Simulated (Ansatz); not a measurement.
Runs of Ansatz 0.2.0 on Ge. The structure is tetragonal, space group I4_1/amd (No. 141). The conventional cell has a = 5.149 Å, b = 5.149 Å, c = 2.795 Å, α = 90.00°, β = 90.00°, γ = 90.00°. Around Ge (site symmetry -4m2) lie 6 Ge at 2.67 to 2.79 Å. This isn't the form of Ge at room conditions, which is diamond.

```tsv
task	level	spin	cell	k mesh	atoms under strain	points for each segment of the path	mesh quality	gap on the mesh (eV)	pressure (GPa)	relaxed volume (Å³/atom)
relaxation of cell and atoms	revPBE+D3(BJ)	off	relaxed	11 × 11 × 11	-	-	not flagged	-	0.0	18.18
elastic constants	PBEsol	off	as given	8 × 8 × 8	relaxed	-	not flagged	none	-0.8	-
relaxation of cell and atoms	RPBE+D4	off	relaxed	11 × 11 × 11	-	-	not flagged	-	0.0	(a)
band structure	HSE03	off	as given	6 × 6 × 6	-	4	coarse	none	0.4	-
band structure	PBEsol	SOC, no magnetisation	as given	8 × 8 × 8	-	14	not flagged	none	-0.8	-
```

Alike in all rows: potentials or basis Ansatz PAW; cutoff (eV) 420; smearing fermi-dirac 0.05 eV.

Task: Estimate the missing entries.

Result: (a) 18.21.

Caveats: some runs use coarse meshes; the PAW data sets come from PBE, with cores solved anew for the run's functional, which leaves a small shift of forces and pressure; the plane-wave basis is chosen anew once the cell has moved, so the energies of steps on either side of that aren't comparable (some runs); elastic constants of metals need much finer meshes, so these are rough (some runs); the thresholds are loose for stress (some runs).

A k mesh can miss the band edges, and rows without SOC leave out spin-orbit coupling on Ge.

A gap of «none» marks a metal or a gap under the smearing width.

Runs at the PBE level aren't shown here.
